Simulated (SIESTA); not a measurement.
MnO2:

```
Mn O
1.0
     2.85496    0.00000    0.00000
    -1.42748    2.47246    0.00000
     0.00000    0.00000   10.22174
Mn O
2 4
Direct
  0.00000 0.00000 0.50000
  0.00000 0.00000 0.00000
  0.66667 0.33333 0.40686
  0.66667 0.33333 0.09314
  0.33333 0.66667 0.59314
  0.33333 0.66667 0.90686
```

Measurements of this composition are mostly on another form, of space group No. 136.

Base run:

```yaml
Program: SIESTA 5.4.2
Functional: vdW-DF-cx
Potentials_or_basis: PseudoDojo 0.4 standard (PBE files)
Basis: DZP (energy shift 0.003 Ry; two zetas on semicore shells)
Grid_cutoff: 800 Ry
Energy_shift: 0.003 Ry
k_mesh: 11 × 11 × 3
Occupations: fermi-dirac, width 0.05 eV
Spin: collinear spin, ferromagnetic start
Starting_moments: "[4.0, 4.0, 0.0, 0.0, 0.0, 0.0] μB"
```

Its results: band gap on the k mesh 0.66 eV, indirect (least direct gap 0.70 eV); pressure 1.8 GPa; net moment 6.00 μB per cell; site moments Mn +2.90; O +0.05 μB; largest force 0.417 eV/Å.

Q: The run is repeated on the same cell with these changes: functional from vdW-DF-cx to BLYP. What comes out?

A: Band gap on the k mesh 0.76 eV, indirect (least direct gap 0.79 eV); pressure 11.8 GPa; net moment 6.00 μB per cell; site moments Mn +2.87; O +0.07 μB; largest force 0.905 eV/Å.

Caveats: short orbitals over semicore shells can move pressures by several GPa; the potentials were made for another functional, which shifts forces and pressure; the basis of atomic orbitals isn't converged, which shifts pressures, moduli and gaps; only a ferromagnetic start was run, and an antiferromagnetic order may lie lower in energy.
